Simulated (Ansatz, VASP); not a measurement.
## Two plane-wave programs on Nb

POSCAR

```
Nb
1.0
   -1.6522818520      1.6522818520      1.6522818520
    1.6522818520     -1.6522818520      1.6522818520
    1.6522818520      1.6522818520     -1.6522818520
Nb
1
Direct
    0.0000000000      0.0000000000      0.0000000000
```

INCAR.step1

```
ALGO = Normal
EDIFF = 1E-4
ENCUT = 520
GGA = PE
ISMEAR = 0
LASPH = True
LCHARG = False
LREAL = False
LWAVE = True
NBANDS = 12
NELM = 60
PREC = Accurate
SIGMA = 0.1
```

File INCAR.step2:

```
ALGO = Normal
EDIFF = 1E-6
ENCUT = 520
ISIF = 2
ISMEAR = 0
ISTART = 1
LASPH = True
LCHARG = False
LMIXTAU = True
LREAL = False
LWAVE = False
METAGGA = R2SCAN
NBANDS = 12
NELM = 60
PREC = Accurate
SIGMA = 0.1
```

File KPOINTS:

```
k-points
0
Gamma
  18 18 18
```

Input for Ansatz:

```yaml
crystal:
  lattice:
    - [-1.652281852, 1.652281852, 1.652281852]
    - [1.652281852, -1.652281852, 1.652281852]
    - [1.652281852, 1.652281852, -1.652281852]
  atoms:
    - { symbol: Nb, position: [0.0, 0.0, 0.0] }
basis:
  ecutwfc: 500
kpoints:
  mp_grid: { grid: [18, 18, 18] }
  band_path:
    path:
      - [[0.0, 0.0, 0.0], [0.5, -0.5, 0.5], [0.0, 0.0, 0.5], [0.0, 0.0, 0.0], [0.25, 0.25, 0.25], [0.5, -0.5, 0.5]]
      - [[0.25, 0.25, 0.25], [0.0, 0.0, 0.5]]
    npoints: 14
hamiltonian:
  xc: r2scan
scf:
  occupations: { method: gaussian, width: 0.1 }
  n_extra_bands: 6
output:
  forces: true
  stress: true
  eigenvalues: true
  populations: true
  dos: { projected: true, de: 0.02, nscf_kmesh: { grid: [27, 27, 27] } }
  bader: true
  write_density: true
  write_potential: true
  elf: true
  volumetric_format: npy
```

Alike in both runs: task single point; functional r2SCAN; k mesh 18 × 18 × 18; occupations gaussian, width 0.1 eV; no spin polarisation.

```csv
,VASP,Ansatz
version,VASP 6.6.1,Ansatz 0.2.0
potentials or method,"VASP PAW PBE potentials, release 64 (Nb_sv)","scalar-relativistic, plane waves, PAW"
plane-wave cutoff (eV),520,500
valence electrons in the cell,13,13
```

```csv
,VASP,Ansatz,Ansatz less VASP
gap on the k mesh at the Fermi level (eV),none,none,-
pressure (GPa),-0.2,0.0,+0.17
```

A gap of «none» marks a metal or a gap that the smearing closes. With one functional, cell and mesh, what is left measures potentials, basis and numerics.

Caveats: the PAW data sets were made with another functional, which shifts forces and pressure a little (VASP).
